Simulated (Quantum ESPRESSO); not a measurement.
A calculation with Quantum ESPRESSO 7.5 of Al (ASE script, Cartesian positions):

run.py

```python
import numpy as np
from ase.calculators.espresso import Espresso, EspressoProfile
from ase.io import read

atoms = read('Al.xyz')

input_data = {
    'control': {'calculation': 'scf', 'prefix': 'pwscf', 'outdir': './tmp', 'tprnfor': True, 'tstress': True, 'disk_io': 'nowf'},
    'system': {'ecutwfc': 55.0, 'ecutrho': 440.0, 'nbnd': 8, 'occupations': 'smearing', 'smearing': 'fd', 'degauss': 0.00367493},
    'electrons': {'conv_thr': 4e-10, 'electron_maxstep': 120, 'mixing_beta': 0.5},
}
pseudopotentials = {'Al': 'Al.pbe-n-kjpaw_psl.1.0.0.UPF'}
profile = EspressoProfile(command='pw.x', pseudo_dir='pseudo')
dft = Espresso(profile=profile, input_data=input_data, pseudopotentials=pseudopotentials, kpts=(7, 7, 10), koffset=(0, 0, 0))
atoms.calc = dft

print(f'energy {atoms.get_potential_energy():.8f} eV')
print('forces (eV/A)')
print(np.round(atoms.get_forces(), 6))
print('stress (eV/A^3, Voigt)')
print(np.round(atoms.get_stress(), 8))
print(f'Fermi level {dft.get_fermi_level():.4f} eV')
```

File Al.xyz:

```xyz
2
Lattice="4.4916000000 0.0000000000 0.0000000000 -2.2458000000 3.8898400000 0.0000000000 0.0000000000 0.0000000000 2.7226000000" Properties=species:S:1:pos:R:3 pbc="T T T"
Al    -0.0000224580      2.5932396328      0.0000000000
Al     2.2458224580      1.2966003672      0.0000000000
```

Potentials or basis: SSSP 1.3 efficiency PBE.

The run is started by

```sh
$ OMP_NUM_THREADS=1 python run.py
```

The cell was built by a generator and needn't be a form met in nature.

**Question.** Write the same calculation in another form: native input, structure typed inline.

**Answer.** As run:

The input pw.in:

```
&CONTROL
  calculation = 'scf'
  prefix = 'pwscf'
  outdir = './tmp'
  pseudo_dir = './pseudo'
  tprnfor = .true.
  tstress = .true.
  disk_io = 'nowf'
/
&SYSTEM
  ibrav = 0
  nat = 2
  ntyp = 1
  ecutwfc = 55
  ecutrho = 440
  nbnd = 8
  occupations = 'smearing'
  smearing = 'fd'
  degauss = 0.00367493
/
&ELECTRONS
  conv_thr = 4d-10
  electron_maxstep = 120
  mixing_beta = 0.5
/
ATOMIC_SPECIES
Al    26.9815 Al.pbe-n-kjpaw_psl.1.0.0.UPF
CELL_PARAMETERS angstrom
   4.4916000000    0.0000000000    0.0000000000
  -2.2458000000    3.8898400000    0.0000000000
   0.0000000000    0.0000000000    2.7226000000
ATOMIC_POSITIONS crystal
Al     0.3333300000    0.6666700000    0.0000000000
Al     0.6666700000    0.3333300000    0.0000000000
K_POINTS automatic
7 7 10 0 0 0
```

Potentials or basis: SSSP 1.3 efficiency PBE.

Run with:

```sh
$ OMP_NUM_THREADS=1 pw.x -in pw.in > pw.out
```

Both were run:

|  | ASE script, Cartesian positions | native input, structure typed inline |
| --- | --- | --- |
| Pressure | 1.6 GPa | 1.6 GPa |
| Band gap on the k mesh | none (metal or under the smearing width) | none (metal or under the smearing width) |

Keys that steer only the numerical path or the files written may differ.
